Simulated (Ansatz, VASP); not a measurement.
**Fe in VASP and in Ansatz**

```
Fe
1.0
     0.00000    1.91550    1.93855
     1.47819    0.00000    1.93855
     1.47819    1.91550    0.00000
Fe
1
Cartesian
  0.0000 0.0000 0.0000
```

Alike in both runs: task single point; functional PBEsol; k mesh 13 × 13 × 13; occupations fermi-dirac, width 0.05 eV; collinear spin.

|  | VASP | Ansatz |
| --- | --- | --- |
| version | VASP 6.6.1 | Ansatz 0.2.0 |
| potentials or method | VASP PAW PBE potentials, release 64 (Fe) | Ansatz PAW |
| plane-wave cutoff (eV) | 520 | 420 |
| valence electrons in the cell | 8 | 16 |

Ansatz gave:

* gap on the k mesh at the Fermi level (eV): none
* pressure (GPa): -3.0
* largest component of the traceless stress (GPa): 6.78
* net moment per atom (μB): 2.10
* size of the moment on the site where the two differ most (μB): 2.12

Task: Estimate VASP's values.

Result: gap on the k mesh at the Fermi level (eV): none; pressure (GPa): -3.0; largest component of the traceless stress (GPa): 6.63; net moment per atom (μB): 2.11; size of the moment on the site where the two differ most (μB): 2.10.

Site moments also hang on the region over which each program counts them. A gap of «none» marks a metal or a gap that the smearing closes. The functional is the same, so the differences come from potentials, cutoffs and numerics. The two sets of potentials don't hold the same shells in valence.

Caveats: the PAW data sets were made with another functional, which shifts forces and pressure a little (VASP); the PAW data sets come from PBE, with cores solved anew for the run's functional, which leaves a small shift of forces and pressure (Ansatz).
